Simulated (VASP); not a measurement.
A run of VASP 6.6.1 is set up as follows.

INCAR

```
SYSTEM = AlN
  ALGO = Fast
  EDIFF = 1E-8
  ENCUT = 520
  GGA = PE
  IBRION = 6
  ISIF = 3
  ISMEAR = 0
  KPAR = 4
  LASPH = .TRUE.
  LCHARG = .FALSE.
  LREAL = .FALSE.
  LWAVE = .FALSE.
  NELM = 80
  NFREE = 2
  NSW = 1
  POTIM = 0.015
  PREC = Accurate
  SIGMA = 0.02
```

KPOINTS

```
k-points
0
G
  12 12 6
  0 0 0
```

File POSCAR:

```
AlN                                     
1.0
    3.1279229722      0.0000000000      0.0000000000
   -1.5639614861      2.7088607530      0.0000000000
    0.0000000000      0.0000000000      5.0184814709
  Al              N             
     2     2
Direct
     0.3333333300000021    0.6666666699999979    0.9993385475416190
     0.6666666699999979    0.3333333300000021    0.4993385475416190
     0.3333333300000021    0.6666666699999979    0.3806614524583836
     0.6666666699999979    0.3333333300000021    0.8806614524583836
```

Potentials or basis: VASP PAW PBE potentials, release 64 (Al, N).

Launch:

```sh
$ cat potpaw_PBE.64/Al/POTCAR potpaw_PBE.64/N/POTCAR > POTCAR
$ mpirun -np 4 vasp_std > vasp.out
```

What does it give for the Voigt bulk modulus?

195 GPa.

What does it give for the highest phonon frequency at Γ, LO-TO splitting left out?

708 cm⁻¹.

Phonon frequencies in cm⁻¹ (negative: imaginary):
```tsv
q point	frequencies
(0.000, 0.000, 0.000)	0 0 0 237 237 537 596 638 638 650 650 708
```
